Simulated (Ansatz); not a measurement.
**Strain and the gap of SrO (P6_3/mmc)**

SrO (P6_3/mmc) from a database structure, relaxed with r2SCAN in Ansatz. Space group P6_3/mmc (No. 194), hexagonal; conventional cell a = 3.547 Å, c = 6.208 Å, 16.91 Å³ an atom. Around Sr lie 6 O at 2.57 Å; around O lie 6 Sr at 2.57 Å.

The axes x, y and z are those of this cell:
```yaml
crystal:
  lattice:
    - [3.54713, 0.00000, 0.00000]
    - [-1.77356, 3.07190, 0.00000]
    - [0.00000, 0.00000, 6.20834]
  atoms:
    - { symbol: Sr, position: [0.33333, 0.66667, 0.25000] }
    - { symbol: Sr, position: [0.66667, 0.33333, 0.75000] }
    - { symbol: O, position: [0.00000, 0.00000, 0.00000] }
    - { symbol: O, position: [0.00000, 0.00000, 0.50000] }
```

Unstrained: PBE gives an indirect gap of 3.099 eV, from Γ to M; the least direct gap is 3.113 eV at Γ. Least and direct gap differ so little that the kind isn't settled. A second conduction valley, at Γ, lies only 14 meV higher, so their order isn't settled. With r2SCAN the valence top lies at Γ and the conduction bottom at M, 3.536 eV higher; the smallest vertical gap, at Γ, is 3.687 eV. HSE06 gives a direct gap of 4.530 eV at Γ. A second conduction valley, at M, lies only 14 meV higher, so their order isn't settled. Meshes: PBE 12×12×4, r2SCAN 12×12×4, HSE06 6×6×4. Strains are changes of length per length. After each strain the atoms were relaxed again with r2SCAN within the symmetry that the strain leaves, so tilts or polar shifts that break it weren't tested; points keep the names that they have in the unstrained zone. (Simulation; spin polarisation is off.)

Changes of the least gap in eV (an overlap counts as a negative gap):
```csv
strain,volume change (%),space group,PBE,r2SCAN,HSE06,"energy rise, r2SCAN (meV/atom)"
"epitaxial -2.47 % in the xy plane, free normal strain +0.74 %",-4.2,P6_3/mmc,+0.104,+0.117,+0.131,14.4
uniaxial -1.33 % along z,-1.3,P6_3/mmc,-0.048,-0.052,-0.030,2.3
uniaxial +0.32 % along x,+0.3,Cmcm,-0.011,-0.008,-0.027,0.1
isotropic -5.69 % on every length,-16.1,P6_3/mmc,-0.005,+0.017,+0.055,169.5
```

Epitaxial -2.47 % in the xy plane, free normal strain +0.74 %. HSE06: the gap goes from 4.530 to 4.661 eV (+0.131 eV); the edges move from Γ to Γ → M. Stress change with r2SCAN, compression positive: xx +5.73, yy +5.73, zz -0.01 GPa.

Uniaxial -1.33 % along z, other directions held. HSE06: the gap goes from 4.530 to 4.500 eV (-0.030 eV); the edges move from Γ to Γ → M. Stress change with r2SCAN, compression positive: xx +0.47, yy +0.47, zz +3.23 GPa.

Uniaxial +0.32 % along x, other directions held. PBE: the gap goes from 3.099 to 3.088 eV (-0.011 eV); the edges move from Γ → M to Γ; least and direct gap lie within 0.04 eV, so its kind isn't settled. HSE06: the gap goes from 4.530 to 4.503 eV (-0.027 eV). Stress change with r2SCAN, compression positive: xx -0.49, yy -0.22, zz -0.10 GPa.

Isotropic -5.69 % on every length. HSE06: the gap goes from 4.530 to 4.585 eV (+0.055 eV); the edges move from Γ to Γ → M. Stress change with r2SCAN, compression positive: xx +21.97, yy +21.97, zz +25.90 GPa.

The meshes of the hybrids are coarse, so their gaps aren't converged to the digits shown.
